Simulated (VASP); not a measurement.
# Fe (P6_3/mmc) in VASP: further runs, part 2 of 2

VASP 6.6.1. Earlier steps stand in the parts before.

### Step 3. Phonons, LDA, collinear spin, ferrimagnetic start

Input file POSCAR:

```
Fe
1.0
    2.4341575853      0.0000000000      0.0000000000
   -1.2170787927      2.1080423057      0.0000000000
    0.0000000000      0.0000000000      3.8419344700
Fe
2
Direct
    0.6666666667      0.3333333333      0.7500000000
    0.3333333333      0.6666666667      0.2500000000
```

Input file INCAR.step1:

```
  ALGO = Normal
  EDIFF = 1E-8
  EDIFFG = -0.002
  ENCUT = 600
  GGA = CA
  IBRION = 2
  ISIF = 3
  ISMEAR = 1
  ISPIN = 2
  LASPH = T
  LCHARG = F
  LMAXMIX = 4
  LORBIT = 11
  LREAL = F
  LWAVE = F
  MAGMOM = 3 -1.5
  NELM = 120
  NSW = 40
  NUPDOWN = 0
  PREC = Accurate
  SIGMA = 0.1
```

Input file INCAR.step2:

```
  ALGO = Normal
  EDIFF = 1E-8
  ENCUT = 600
  GGA = CA
  IBRION = 6
  ISIF = 2
  ISMEAR = 1
  ISPIN = 2
  LASPH = T
  LCHARG = F
  LMAXMIX = 4
  LORBIT = 11
  LREAL = F
  LWAVE = F
  MAGMOM = 3 -1.5
  NELM = 120
  NFREE = 2
  NSW = 1
  NUPDOWN = 0
  POTIM = 0.015
  PREC = Accurate
  SIGMA = 0.1
```

Input file KPOINTS:

```
k-points
0
Gamma
  3 3 2
```

Potentials or basis: VASP PAW LDA potentials, release 64 (Fe).

Started as:

```
$ cat potpaw_LDA.64/Fe/POTCAR > POTCAR
$ cp INCAR.step1 INCAR
$ mpirun -np 1 vasp_std > vasp.out
$ cp CONTCAR POSCAR
$ cp INCAR.step2 INCAR
$ mpirun -np 1 vasp_std > vasp.out
```

OUTCAR:

```text
EDIFF = 1E-8
   ENCUT = 600
   GGA = CA
   IBRION = 6
   ISIF = 2
   ISMEAR = 1
   ISPIN = 2
   LASPH = T
   LORBIT = 11
   LREAL = F
   NELM = 120
   NFREE = 2
   NSW = 1
   NUPDOWN = 0
   POTIM = 0.015
   PREC = Accurate

 ion  position               nearest neighbor table
[... 741 lines left out ...]
  y    -7.71071     7.71071     0.00000    -0.00000     0.00000     0.00000
  z    -0.00000     0.00000     0.00000    -0.00000    -0.00000     0.00000

 Eigenvectors and eigenvalues of the dynamical matrix
 ----------------------------------------------------

   1 f  =   10.169539 THz    63.897099 2PiTHz  339.219311 cm-1    42.057815 meV
             X         Y         Z           dx          dy          dz
      1.245344  0.719000  2.754574     0.000000    0.000000   -0.707106
     -0.000000  1.437999  0.918191     0.000000    0.000000    0.707107
[... 21 lines left out ...]
   6 f/i=    0.000096 THz     0.000606 2PiTHz    0.003219 cm-1     0.000399 meV
             X         Y         Z           dx          dy          dz
      1.245344  0.719000  2.754574     0.106729   -0.698997    0.000000
     -0.000000  1.437999  0.918191     0.106732   -0.699014    0.000000

 ELASTIC MODULI CONTR FROM IONIC RELAXATION (kBar)
 Direction    XX          YY          ZZ          XY          YZ          ZX
 --------------------------------------------------------------------------------
 XX        -656.6827    656.6827     -0.0000      0.0000      0.0000      0.0000
 YY         656.6827   -656.6827      0.0000      0.0000     -0.0000     -0.0000
 ZZ          -0.0000      0.0000     -0.0000      0.0000      0.0000      0.0000
 XY           0.0000      0.0000      0.0000   -656.6827      0.0000      0.0000
 YZ           0.0000     -0.0000      0.0000      0.0000     -0.0000     -0.0000
 ZX           0.0000     -0.0000      0.0000      0.0000     -0.0000     -0.0000
 --------------------------------------------------------------------------------

 total charge

# of ion       s       p       d       tot
------------------------------------------
    1        0.560   0.687   6.373   7.621
    2        0.560   0.687   6.373   7.621
--------------------------------------------------
tot          1.121   1.375  12.746  15.241

 magnetization (x)

# of ion       s       p       d       tot
------------------------------------------
    1        0.005   0.009   0.994   1.008
    2       -0.005  -0.009  -0.994  -1.008
--------------------------------------------------
tot         -0.000  -0.000   0.000  -0.000
```

OUTCAR.step1:

```text
EDIFF = 1E-8
   EDIFFG = -0.002
   ENCUT = 600
   GGA = CA
   IBRION = 2
   ISIF = 3
   ISMEAR = 1
   ISPIN = 2
   LASPH = T
   LORBIT = 11
[... 635 lines left out ...]

 reached required accuracy - stopping structural energy minimisation

 total charge

# of ion       s       p       d       tot
------------------------------------------
    1        0.560   0.687   6.373   7.620
    2        0.560   0.687   6.373   7.620
--------------------------------------------------
tot          1.121   1.374  12.745  15.241

 magnetization (x)

# of ion       s       p       d       tot
------------------------------------------
    1        0.005   0.009   0.995   1.009
    2       -0.005  -0.009  -0.995  -1.009
--------------------------------------------------
tot          0.000   0.000  -0.000  -0.000
```

OSZICAR.step1:

```text
N       E                     dE             d eps       ncg     rms          rms(c)
DAV:   1     0.938940125785E+02    0.93894E+02   -0.77445E+03   312   0.179E+03
[... 119 lines left out ...]
DAV:   1    -0.185121068928E+02   -0.25866E-05   -0.50267E-05   322   0.148E-01    0.131E-02
DAV:   2    -0.185121048913E+02    0.20015E-05   -0.10232E-05   322   0.723E-02    0.549E-03
DAV:   3    -0.185121047247E+02    0.16666E-06   -0.46860E-07   357   0.160E-02    0.326E-03
DAV:   4    -0.185121048033E+02   -0.78595E-07   -0.16727E-07   373   0.179E-02    0.478E-03
DAV:   5    -0.185121046746E+02    0.12869E-06   -0.87587E-08   373   0.136E-02    0.907E-04
DAV:   6    -0.185121046536E+02    0.20997E-07   -0.12020E-08   179   0.197E-03    0.251E-04
DAV:   7    -0.185121046530E+02    0.54843E-09   -0.38544E-09   156   0.109E-03
  11 F= -.18512105E+02 E0= -.18512754E+02  d E =-.542604E-06  mag=    -0.0000
```

It took 2.2 min on 1 thread of Intel Xeon Platinum 8259CL at 2.50GHz (Skylake/Cascade Lake), shared host; peak memory 0.14 GiB.

These settings aren't checked as converged: the numbers below hold their error.

Results:

```
Relaxed volume                                        : 9.87 Å³/atom
Relaxed cell                                          : a = 2.491 Å, b = 2.491 Å, c = 3.673 Å, α = 90.00°, β = 90.00°, γ = 120.00°
Space group after relaxing (to 0.05 Å)                : P6_3/mmc (No. 194)
Net moment                                            : 0.00 μB per cell
Site moments                                          : Fe +1.01, -1.01 μB
Valence electrons inside the program's atomic spheres : Fe 7.62
Highest phonon frequency at Γ                         : 339 cm⁻¹
```

Caveat: the k mesh is coarse (spacing up to 0.99 Å⁻¹), so the values aren't converged; the moment is held away from its start; the total moment is fixed, so each spin has its own Fermi level.

### Step 4. For comparison

An earlier run on the cell as given: functional PBE; potentials or basis VASP PAW PBE potentials, release 64 (Fe); cutoff 520 eV; k mesh 12 × 12 × 7; occupations fermi-dirac, width 0.05 eV; collinear spin, ferromagnetic start; starting moments [3.0, 3.0] μB.

* Pressure: 9.8 GPa
* Band gap on the k mesh: none (metal or under the smearing width)
* Net moment: 0.00 μB per cell
* Valence electrons inside the program's atomic spheres: Fe 7.60
